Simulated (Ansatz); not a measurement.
**MgO2: how the settings move a single-point run**

Aim: see which settings change the result for MgO2, by how much, and at what cost.

Method: reference: DFT, PBEsol, plane waves, PAW, in Ansatz 0.2.0.

1 further run of the same task is left out (it didn't finish). Runs told in other sessions of the task aren't counted.

### 1 The structure to begin with

Symmetry: R-3m, No. 166, trigonal system. Conventional cell: a = 3.157 Å, b = 3.157 Å, c = 10.386 Å, α = 90.00°, β = 90.00°, γ = 120.00°. Around Mg (site symmetry -3m) lie 6 O at 2.08 Å. O (site symmetry 3m) has 1 O at 1.47 Å and 3 Mg at 2.08 Å in its first shell of neighbours.

Structure file:

```
Mg O
1.0
     1.57848    0.91134    3.46190
    -1.57848    0.91134    3.46190
     0.00000   -1.82267    3.46190
Mg O
1 2
Direct
  0.00000 0.00000 0.00000
  0.42912 0.42912 0.42912
  0.57088 0.57088 0.57088
```

### 2 Baseline

File input.yaml:

```yaml
crystal:
  lattice:
    - [1.57847913, 0.9113353506, 3.4618981106]
    - [-1.57847913, 0.9113353506, 3.4618981106]
    - [0.0, -1.8226707012, 3.4618981106]
  atoms:
    - { symbol: Mg, position: [0.0, 0.0, 0.0] }
    - { symbol: O, position: [0.4291159763, 0.4291159763, 0.4291159763] }
    - { symbol: O, position: [0.5708840237, 0.5708840237, 0.5708840237] }
kpoints:
  mp_grid: { grid: [6, 6, 6] }
hamiltonian:
  xc: pbesol
scf:
  occupations: { method: fixed }
  n_extra_bands: 4
output:
  forces: true
  stress: true
  eigenvalues: true
  write_density: true
  write_potential: true
  elf: true
  volumetric_format: npy
```

The run is started by

```sh
$ ansatz run input.yaml --threads 4 --pin off --max-ram 4608MiB --backend cpu --events-out ev --progress --plain --runs-dir out
```

### 3 Changed: occupations.method methfessel_paxton, occupations.width 0.5

input.yaml: that of step 2 with these lines changed.

```diff
@@ -14,3 +14,3 @@
 scf:
-  occupations: { method: fixed }
+  occupations: { method: methfessel_paxton, width: 0.5 }
   n_extra_bands: 4
@@ -20,5 +20 @@
   eigenvalues: true
-  write_density: true
-  write_potential: true
-  elf: true
-  volumetric_format: npy
```

### 4 Changing settings: xc r2scan

input.yaml: that of step 2 with these lines changed.

```diff
@@ -12,3 +12,3 @@
 hamiltonian:
-  xc: pbesol
+  xc: r2scan
 scf:
@@ -20,5 +20 @@
   eigenvalues: true
-  write_density: true
-  write_potential: true
-  elf: true
-  volumetric_format: npy
```

### 5 Changed: ecutwfc 500

input.yaml: that of step 2 with these lines changed.

```diff
@@ -20,5 +20,3 @@
   eigenvalues: true
-  write_density: true
-  write_potential: true
-  elf: true
-  volumetric_format: npy
+basis:
+  ecutwfc: 500
```

### 6 Variant: xc mr2scan

input.yaml: that of step 2 with these lines changed.

```diff
@@ -12,3 +12,3 @@
 hamiltonian:
-  xc: pbesol
+  xc: mr2scan
 scf:
@@ -20,5 +20 @@
   eigenvalues: true
-  write_density: true
-  write_potential: true
-  elf: true
-  volumetric_format: npy
```

What does the calculation give? Wanted: for each run, ending; energy change; pressure; gap; force.

**Answer**, as computed:

| run | ending | energy change | pressure (GPa) | gap (eV) | force (eV/Å) | cycles | time |
| --- | --- | --- | --- | --- | --- | --- | --- |
| reference | converged | 0 | 0.5 | 2.43 | 0.10 | 6 | 0.86 s |
| 1: occupations.method methfessel_paxton, occupations.width 0.5 | converged | 0.0 meV/atom (σ→0) | 0.5 | 2.43 | 0.10 | 6 | 0.72 s |
| 2: xc r2scan | converged | not comparable | 0.0 | 3.16 | 0.00 | 6 | 1.6 s |
| 3: ecutwfc 500 | converged | -4.3 meV/atom | 0.5 | 2.44 | 0.10 | 6 | 0.78 s |
| 4: xc mr2scan | converged | not comparable | 0.0 | 3.16 | 0.00 | 6 | 1.6 s |

Times don't compare one to one where runs were asked for different outputs or read a saved state (see the inputs); cycles may leave out searches for a lower state.

Residual by cycle in the longest SCF loop of each run; runs are numbered as in the table. The quantity is the density residual dr2, in eV.

| cycle | reference | run 1 | run 2 | run 3 | run 4 |
| --- | --- | --- | --- | --- | --- |
| 1 | 0.0496 | 0.0496 | 0.011 | 0.0485 | 0.011 |
| 2 | 0.00407 | 0.00408 | 0.00263 | 0.00387 | 0.00263 |
| 3 | 1.7e-4 | 1.7e-4 | 3.4e-4 | 1.8e-4 | 3.4e-4 |
| 4 | 3.4e-6 | 3.4e-6 | 1.2e-5 | 3.3e-6 | 1.2e-5 |
| 5 | 5.6e-8 | 4.2e-8 | 2.5e-7 | 4.8e-8 | 2.5e-7 |
| 6 | 3.4e-9 | 3.6e-9 | 1.3e-8 | 4.8e-9 | 1.3e-8 |

**Reading.** The table holds what each change does; none stands out.
